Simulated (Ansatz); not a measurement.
# Ti: a sweep of the PAW cutoff

Aim: hold Ti and all else fixed and vary the PAW cutoff, to see how far energy and properties move.

Method: DFT, PBE, PAW with Ansatz's default frozen-core files, scalar-relativistic, in Ansatz 0.2.0.

1 further run of the same task is left out (set aside as unsound or not needed).

## 1. Starting point

The structure is cubic, space group Pm-3m (No. 221). Conventional cell: a = 2.640 Å, b = 2.640 Å, c = 2.640 Å, α = 90.00°, β = 90.00°, γ = 90.00°. Ti (site symmetry m-3m) is surrounded by 6 Ti at 2.64 Å.

As a file:

```cif
data_structure
_symmetry_space_group_name_H-M 'P 1'
_symmetry_Int_Tables_number 1
_cell_length_a 2.6405
_cell_length_b 2.6405
_cell_length_c 2.6405
_cell_angle_alpha 90.000
_cell_angle_beta 90.000
_cell_angle_gamma 90.000
_cell_volume 18.41
loop_
_atom_site_label
_atom_site_type_symbol
_atom_site_fract_x
_atom_site_fract_y
_atom_site_fract_z
_atom_site_occupancy
Ti1 Ti 0.00000 0.00000 0.00000 1
```

The structure (sc type) was typed from a prototype and relaxed by PAW; whether it is the ground state wasn't tested.

## 2. With PAW files, cutoff 150 eV

input.yaml reads:

```yaml
crystal:
  lattice:
    - [2.6404604533, 0.0, 0.0]
    - [0.0, 2.6404604533, 0.0]
    - [0.0, 0.0, 2.6404604533]
  atoms:
    - { symbol: Ti, position: [0.0, 0.0, 0.0] }
kpoints:
  mp_grid: { grid: [15, 15, 15] }
scf:
  occupations: { method: fermi_dirac, width: 0.05 }
hamiltonian:
  xc: pbe
  pseudopotentials: { kind: paw }
output:
  forces: true
  stress: true
  eigenvalues: true
  efg: { contact_densities: true }
  write_density: true
  write_potential: true
  elf: true
  volumetric_format: npy
basis:
  ecutwfc: 150
```

Started as:

```sh
> ansatz run input.yaml --threads 1 --pin off --max-ram 2048MiB --backend cpu --events-out ev --progress --plain --runs-dir out
```

The log of the run, cut to the lines that bear on the results:

```text
Warning: basis.ecutwfc = 150 eV is below the records' recommended 420 eV, and the density's cutoff is lower with it unless basis.ecutrho_ratio is high enough to keep the records' density cutoff: compare with a run at a higher cutoff
[...]
Pseudopotentials: kind: paw
Pseudopotential: Ti, paw, valence charge 12, recommended cutoff 420 eV (normal)
Functional definition: PBE
[...]
Crystal: 1 atoms, lattice volume = 18.409 Å³
Basis set: ecut = 150 eV, 81 PW (Γ), exchange–correlation on 24×24×24 points (8 copies of the dense FFT grid, shifted against one another)
Bands: 10, of which v1, the nominal top of the filled ones, is band 6 counted from 1 (5 counted from 0)
Symmetry: 48 space group operations
Space group: Pm-3m (ITA 221), of the structure as read, at distance tolerance 2.6e-5 Å
k-points: 120 of 3375
[...]
SCF iter   1: F=—  HF=-2480.243680 eV  |F-HF|=—  |Δ(HF+E_count)|=         —  Δρ=2.32e-1  dr2=5.92e0  ethr=1.77e-3  ⟨swp⟩=4.0  Hψ=5819  notcnv=0
[...]
SCF iter   7: F=-2476.305711 eV  HF=-2476.305711 eV  |F-HF|=3.10e-8  |Δ(HF+E_count)|=   7.90e-8  Δρ=2.01e-5  dr2=6.24e-8  ethr=8.33e-10  ⟨swp⟩=4.3  Hψ=5395  notcnv=0
[...]
SCF converged after 7 iterations
Free energy (F): -2476.305711 eV
[...]
E sigma→0 (E₀):  -2476.298587 eV
Entropy (-TS):   -0.014247 eV (-14.247 meV/atom)
Fermi energy:    12.638901 eV
[...]
--- Forces (eV/Å), atoms counted from 1 ---
  atom   1  Ti    -0.00000000     0.00000000     0.00000000
[...]
--- Stress (GPa, compression-positive) ---
      -48.574606      -0.000000       0.000000
        0.000000     -48.574606       0.000000
        0.000000       0.000000     -48.574606
  P = ⅓ Tr σ = -48.5746 GPa (-485.746 kbar)
--- PAW observables at the nuclei: V_zz in 10²¹ V/m², potentials from the cell's mean, atoms counted from 1 ---
  atom   1  Ti V_zz =    +0.000000   η = 0.0000   by run symmetry: forbidden
            electrostatic potential = -2509.813011 V   contact ρ = none
--- Band table (eV; the first three rows and the last of 120) ---
  k-point 0: bands = ["-50.1321", "-23.2770", "-23.2770", "-23.2770", "6.5860", "10.8699", "10.8699", "16.2975", "16.2975", "16.2975"]
[...]
```

Wall time 1.2 s (1 thread, shared host).

In short: pressure -48.57 GPa; no gap.

## 3. With PAW files, cutoff 300 eV

Changes to input.yaml since step 2:

```diff
@@ -19,7 +19,3 @@
   efg: { contact_densities: true }
-  write_density: true
-  write_potential: true
-  elf: true
-  volumetric_format: npy
 basis:
-  ecutwfc: 150
+  ecutwfc: 300
```

Started as:

```sh
> ansatz run input.yaml --threads 1 --pin off --max-ram 2048MiB --backend cpu --events-out ev --progress --plain --runs-dir out
```

The log of the run, cut to the lines that bear on the results:

```text
Warning: basis.ecutwfc = 300 eV is below the records' recommended 420 eV, and the density's cutoff is lower with it unless basis.ecutrho_ratio is high enough to keep the records' density cutoff: compare with a run at a higher cutoff
[...]
[... 3 set-up lines as earlier in the session ...]
[...]
Crystal: 1 atoms, lattice volume = 18.409 Å³
Basis set: ecut = 300 eV, 203 PW (Γ), exchange–correlation on 30×30×30 points (8 copies of the dense FFT grid, shifted against one another)
Bands: 10, of which v1, the nominal top of the filled ones, is band 6 counted from 1 (5 counted from 0)
[... 2 set-up lines as earlier in the session ...]
k-points: 120 of 3375
[...]
SCF iter   1: F=—  HF=-2498.717480 eV  |F-HF|=—  |Δ(HF+E_count)|=         —  Δρ=7.08e-3  dr2=5.94e-3  ethr=1.77e-3  ⟨swp⟩=4.2  Hψ=6439  notcnv=0
[...]
SCF iter   6: F=-2498.716254 eV  HF=-2498.716254 eV  |F-HF|=5.73e-10  |Δ(HF+E_count)|=   6.42e-8  Δρ=3.84e-6  dr2=1.25e-9  ethr=7.26e-10  ⟨swp⟩=1.8  Hψ=3904  notcnv=0
[...]
SCF converged after 6 iterations
Free energy (F): -2498.716254 eV
[...]
E sigma→0 (E₀):  -2498.705798 eV
Entropy (-TS):   -0.020910 eV (-20.910 meV/atom)
Fermi energy:    12.267839 eV
[...]
--- Forces (eV/Å), atoms counted from 1 ---
  atom   1  Ti     0.00000000    -0.00000000    -0.00000000
[...]
--- Stress (GPa, compression-positive) ---
       -0.076413      -0.000000       0.000000
       -0.000000      -0.076413       0.000000
        0.000000       0.000000      -0.076413
  P = ⅓ Tr σ = -0.0764 GPa (-0.764 kbar)
--- PAW observables at the nuclei: V_zz in 10²¹ V/m², potentials from the cell's mean, atoms counted from 1 ---
  atom   1  Ti V_zz =    -0.000000   η = 0.0000   by run symmetry: forbidden
            electrostatic potential = -2529.863516 V   contact ρ = 56790.249175 e/Å³
--- Band table (eV; the first three rows and the last of 120) ---
  k-point 0: bands = ["-44.3034", "-20.0876", "-20.0876", "-20.0876", "6.6069", "11.0093", "11.0093", "16.2390", "16.2390", "16.2390"]
[...]
```

Wall time 1.5 s (1 thread, shared host).

Read from it: pressure -0.08 GPa; no gap.

## 4. With PAW files, cutoff 350 eV

Changes to input.yaml since step 3:

```diff
@@ -20,2 +20,2 @@
 basis:
-  ecutwfc: 300
+  ecutwfc: 350
```

Started as:

```sh
> ansatz run input.yaml --threads 1 --pin off --max-ram 2048MiB --backend cpu --events-out ev --progress --plain --runs-dir out
```

The log of the run, cut to the lines that bear on the results:

```text
Warning: basis.ecutwfc = 350 eV is below the records' recommended 420 eV, and the density's cutoff is lower with it unless basis.ecutrho_ratio is high enough to keep the records' density cutoff: compare with a run at a higher cutoff
[...]
[... 3 set-up lines as earlier in the session ...]
[...]
Crystal: 1 atoms, lattice volume = 18.409 Å³
Basis set: ecut = 350 eV, 257 PW (Γ), exchange–correlation on 36×36×36 points (8 copies of the dense FFT grid, shifted against one another)
Bands: 10, of which v1, the nominal top of the filled ones, is band 6 counted from 1 (5 counted from 0)
[... 2 set-up lines as earlier in the session ...]
k-points: 120 of 3375
[...]
SCF iter   1: F=—  HF=-2498.830801 eV  |F-HF|=—  |Δ(HF+E_count)|=         —  Δρ=6.74e-3  dr2=8.20e-3  ethr=1.77e-3  ⟨swp⟩=4.5  Hψ=6594  notcnv=0
[...]
SCF iter   6: F=-2498.828779 eV  HF=-2498.828779 eV  |F-HF|=4.29e-10  |Δ(HF+E_count)|=   9.85e-9  Δρ=2.04e-6  dr2=5.41e-10  ethr=5.42e-10  ⟨swp⟩=1.9  Hψ=4030  notcnv=0
[...]
SCF converged after 6 iterations
Free energy (F): -2498.828779 eV
[...]
E sigma→0 (E₀):  -2498.818288 eV
Entropy (-TS):   -0.020982 eV (-20.982 meV/atom)
Fermi energy:    12.275999 eV
[...]
--- Forces (eV/Å), atoms counted from 1 ---
  atom   1  Ti     0.00000000     0.00000000     0.00000000
[...]
--- Stress (GPa, compression-positive) ---
       -0.002410      -0.000000       0.000000
       -0.000000      -0.002410       0.000000
        0.000000       0.000000      -0.002410
  P = ⅓ Tr σ = -0.0024 GPa (-0.024 kbar)
--- PAW observables at the nuclei: V_zz in 10²¹ V/m², potentials from the cell's mean, atoms counted from 1 ---
  atom   1  Ti V_zz =    +0.000000   η = 0.0000   by run symmetry: forbidden
            electrostatic potential = -2530.239221 V   contact ρ = 56790.200391 e/Å³
--- Band table (eV; the first three rows and the last of 120) ---
  k-point 0: bands = ["-44.2400", "-20.0436", "-20.0436", "-20.0436", "6.6143", "11.0109", "11.0109", "16.2063", "16.2063", "16.2063"]
[...]
```

Wall time 1.3 s (1 thread, shared host).

In short: pressure 0.00 GPa; no gap.

## 5. With PAW files, cutoff 500 eV

Changes to input.yaml since step 4:

```diff
@@ -20,2 +20,2 @@
 basis:
-  ecutwfc: 350
+  ecutwfc: 500
```

Started as:

```sh
> ansatz run input.yaml --threads 1 --pin off --max-ram 2048MiB --backend cpu --events-out ev --progress --plain --runs-dir out
```

The log of the run, cut to the lines that bear on the results:

```text
[...]
[... 3 set-up lines as earlier in the session ...]
[...]
Crystal: 1 atoms, lattice volume = 18.409 Å³
Basis set: ecut = 500 eV, 461 PW (Γ), exchange–correlation on 40×40×40 points (8 copies of the dense FFT grid, shifted against one another)
Bands: 10, of which v1, the nominal top of the filled ones, is band 6 counted from 1 (5 counted from 0)
[... 2 set-up lines as earlier in the session ...]
k-points: 120 of 3375
[...]
SCF iter   1: F=—  HF=-2498.839384 eV  |F-HF|=—  |Δ(HF+E_count)|=         —  Δρ=6.73e-3  dr2=8.28e-3  ethr=1.77e-3  ⟨swp⟩=4.8  Hψ=6619  notcnv=0
[...]
SCF iter   6: F=-2498.837215 eV  HF=-2498.837215 eV  |F-HF|=3.10e-10  |Δ(HF+E_count)|=   4.54e-9  Δρ=1.67e-6  dr2=3.91e-10  ethr=7.53e-11  ⟨swp⟩=1.5  Hψ=3649  notcnv=0
[...]
SCF converged after 6 iterations
Free energy (F): -2498.837215 eV
[...]
E sigma→0 (E₀):  -2498.826735 eV
Entropy (-TS):   -0.020961 eV (-20.961 meV/atom)
Fermi energy:    12.277884 eV
[...]
--- Forces (eV/Å), atoms counted from 1 ---
  atom   1  Ti     0.00000000    -0.00000000    -0.00000000
[...]
--- Stress (GPa, compression-positive) ---
        0.002553      -0.000000       0.000000
       -0.000000       0.002553       0.000000
        0.000000       0.000000       0.002553
  P = ⅓ Tr σ = 0.0026 GPa (0.026 kbar)
--- PAW observables at the nuclei: V_zz in 10²¹ V/m², potentials from the cell's mean, atoms counted from 1 ---
  atom   1  Ti V_zz =    +0.000000   η = 0.0000   by run symmetry: forbidden
            electrostatic potential = -2530.279838 V   contact ρ = 56790.185154 e/Å³
--- Band table (eV; the first three rows and the last of 120) ---
  k-point 0: bands = ["-44.2327", "-20.0371", "-20.0371", "-20.0371", "6.6154", "11.0116", "11.0116", "16.2100", "16.2100", "16.2100"]
[...]
```

Wall time 1.6 s (1 thread, shared host).

Result: pressure 0.00 GPa; no gap.

## 6. With PAW files, cutoff 800 eV

Changes to input.yaml since step 5:

```diff
@@ -19,3 +19,7 @@
   efg: { contact_densities: true }
+  write_density: true
+  write_potential: true
+  elf: true
+  volumetric_format: npy
 basis:
-  ecutwfc: 500
+  ecutwfc: 800
```

Started as:

```sh
> ansatz run input.yaml --threads 1 --pin off --max-ram 2048MiB --backend cpu --events-out ev --progress --plain --runs-dir out
```

The log of the run, cut to the lines that bear on the results:

```text
[...]
[... 3 set-up lines as earlier in the session ...]
[...]
Crystal: 1 atoms, lattice volume = 18.409 Å³
Basis set: ecut = 800 eV, 949 PW (Γ), exchange–correlation on 50×50×50 points (8 copies of the dense FFT grid, shifted against one another)
Bands: 10, of which v1, the nominal top of the filled ones, is band 6 counted from 1 (5 counted from 0)
[... 2 set-up lines as earlier in the session ...]
k-points: 120 of 3375
[...]
SCF iter   1: F=—  HF=-2498.839884 eV  |F-HF|=—  |Δ(HF+E_count)|=         —  Δρ=6.73e-3  dr2=8.25e-3  ethr=1.77e-3  ⟨swp⟩=4.9  Hψ=6699  notcnv=0
[...]
SCF iter   6: F=-2498.837749 eV  HF=-2498.837749 eV  |F-HF|=3.18e-10  |Δ(HF+E_count)|=   4.37e-9  Δρ=1.70e-6  dr2=4.04e-10  ethr=7.90e-11  ⟨swp⟩=4.1  Hψ=5392  notcnv=0
[...]
SCF converged after 6 iterations
Free energy (F): -2498.837749 eV
[...]
E sigma→0 (E₀):  -2498.827268 eV
Entropy (-TS):   -0.020961 eV (-20.961 meV/atom)
Fermi energy:    12.277705 eV
[...]
--- Forces (eV/Å), atoms counted from 1 ---
  atom   1  Ti     0.00000000    -0.00000000     0.00000000
[...]
--- Stress (GPa, compression-positive) ---
       -0.006271      -0.000000       0.000000
       -0.000000      -0.006271       0.000000
        0.000000       0.000000      -0.006271
  P = ⅓ Tr σ = -0.0063 GPa (-0.063 kbar)
--- PAW observables at the nuclei: V_zz in 10²¹ V/m², potentials from the cell's mean, atoms counted from 1 ---
  atom   1  Ti V_zz =    -0.000000   η = 0.0000   by run symmetry: forbidden
            electrostatic potential = -2530.278652 V   contact ρ = 56790.184676 e/Å³
--- Band table (eV; the first three rows and the last of 120) ---
  k-point 0: bands = ["-44.2329", "-20.0373", "-20.0373", "-20.0373", "6.6153", "11.0115", "11.0115", "16.2098", "16.2098", "16.2098"]
[...]
```

Wall time 2.5 s (1 thread, shared host).

This run gives: pressure -0.01 GPa; no gap.

## 7. All runs together

| cutoff (eV) | energy from the last row (meV/atom) | pressure (GPa) | SCF cycles, all passes | time |
| --- | --- | --- | --- | --- |
| 150 | 22528.68 | -48.57 | 7 | 1.2 s |
| 300 | 121.47 | -0.08 | 6 | 1.5 s |
| 350 | 8.98 | 0.00 | 6 | 1.3 s |
| 500 | 0.53 | 0.00 | 6 | 1.6 s |
| 800 | 0.00 | -0.01 | 6 | 2.5 s |

Energies are those extrapolated to zero smearing.

## 8. Results

| quantity | value |
| --- | --- |
| energy error of the loosest run (PAW) | 22528.7 meV/atom |
| within 1 meV/atom from | cutoff 500 eV |
| pressure, lowest to highest (PAW) | -48.57 to 0.00 GPa |

**Reading.** At the loosest setting in the table the energy misses the tightest run by 22528.7 meV/atom; from cutoff 500 eV on, all lie within 1 meV/atom of it. The energy falls at every step, as a growing basis should make it. The pressure spans 48.58 GPa (PAW).
